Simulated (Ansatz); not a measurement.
## Rh under changes of volume

One of the cells (14.302 Å³/atom); the others are scaled copies at fixed shape and fractional positions:

```
CELL_PARAMETERS angstrom
2.73098 0.00000 0.00000
-1.36549 2.36510 0.00000
0.00000 0.00000 4.42849
ATOMIC_POSITIONS crystal
Rh 0.33333 0.66667 0.25000
Rh 0.66667 0.33333 0.75000
```

This isn't the form of Rh at room conditions, which is fcc.

```yaml
Program: Ansatz 0.2.0
Functional: PBEsol
Potentials_or_basis: all-electron LAPW, scalar-relativistic
Cutoff: 270 eV (chosen from the basis error)
Basis_error_allowed: 0.001 eV/atom
k_mesh: 11 × 11 × 6
Occupations: fermi-dirac, width 0.05 eV
Spin: no spin polarisation
```

| volume (Å³/atom) | energy over the lowest point (meV/atom) | pressure (GPa) |
| --- | --- | --- |
| 13.444 | 0.00 | 2.5 |
| 13.730 | 1.39 | -3.6 |
| 14.016 | ? | ? |
| 14.302 | 33.54 | -13.7 |
| 14.588 | 61.96 | -17.8 |
| 14.874 | 97.27 | -21.4 |
| 15.160 | 138.58 | -24.5 |

What does the run at 14.016 Å³/atom give?

Energy over the lowest point 12.99 meV/atom; pressure -9.0 GPa.

Worked out: A Birch-Murnaghan fit of order 3 (a polynomial in V^(-2/3)) to the other rows has its minimum at 13.55 Å³/atom with B0 = V·E''(V) = 294 GPa and B' = 5.2 at fixed shape and positions, which overstates the stiffness. It gives 12.98 meV/atom at 14.016 Å³/atom, against the run's 12.99, and -dE/dV = -9.1 GPa, against -9.0.

Energies are extrapolated to zero smearing.
